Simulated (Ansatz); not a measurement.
# HfC in Ansatz: the effect of functional

HfC:

```xyz
2
Lattice="0.0000 2.3250 2.3250 2.3250 0.0000 2.3250 2.3250 2.3250 0.0000" Properties=species:S:1:pos:R:3 pbc="T T T"
Hf    2.3250    2.3250    2.3250
C     0.0000    0.0000    0.0000
```

Alike in all runs:

```yaml
Program: Ansatz 0.2.0
Task: projected density of states
Potentials_or_basis: Ansatz PAW
k_mesh: 6 × 6 × 6
Occupations: fermi-dirac, width 0.05 eV
Spin: no spin polarisation
```

| functional | cutoff | pressure (GPa) |
| --- | --- | --- |
| LDA | 420 eV (not typed: the program's choice for these potentials) | -11.8 |
| PBEsol | 420 eV (not typed: the program's choice for these potentials) | ? |
| RPBE | 420 eV (not typed: the program's choice for these potentials) | 4.4 |
| revPBE | 420 eV (not typed: the program's choice for these potentials) | 3.3 |
| BLYP | 420 eV (not typed: the program's choice for these potentials) | 7.5 |
| r2SCAN | 500 eV (not typed: the program's choice for these potentials) | -1.4 |
| HSE06 | 420 eV (not typed: the program's choice for these potentials) | -1.3 |
| PBE0 | 420 eV (not typed: the program's choice for these potentials) | -1.7 |

What does the run with functional PBEsol give?

Pressure -6.4 GPa.

Caveats: all runs use coarse meshes; the PAW data sets come from PBE, with cores solved anew for the run's functional, which leaves a small shift of forces and pressure; the thresholds are loose for stress (some runs).

Runs at the PBE level aren't shown here.
